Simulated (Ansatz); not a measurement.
```yaml
crystal:
  lattice:
    - [2.8635818422, 0.0, 0.0]
    - [-1.4317909211, 2.4799346212, 0.0]
    - [0.0, 0.0, 4.6771836756]
  atoms:
    - { symbol: Al, position: [0.3333333333, 0.6666666667, 0.75] }
    - { symbol: Al, position: [0.6666666667, 0.3333333333, 0.25] }
basis:
  ecutwfc: 420
  ecutrho_ratio: 4
kpoints:
  mp_grid: { grid: [16, 16, 10] }
hamiltonian:
  xc: pbe
scf:
  occupations: { method: gaussian, width: 0.05 }
output:
  forces: true
  stress: true
  eigenvalues: true
relax:
  f_tol: 0.01
  max_steps: 60
  cell: { stress_tol: 0.04 }
```

Problem. What does this Ansatz input ask for?

Solution. It asks for a full relaxation of cell and atoms of Al with PBE (scalar-relativistic), a cutoff of 420 eV (density cutoff 4 times that), a Γ-centred 16×16×10 mesh and Gaussian smearing of 0.05 eV, without spin polarisation. Stop at forces under 0.01 eV/Å and stress under 0.04 GPa, or after 60 steps. Forces, stress and eigenvalues are wanted.

Problem. How large is the problem?

Solution. 6 valence electrons, 651 plane waves at Γ (in the final cell), 24 symmetry operations and 180 irreducible k-points; it took 30 SCF iterations in all.

At room temperature and ambient pressure Al is fcc.
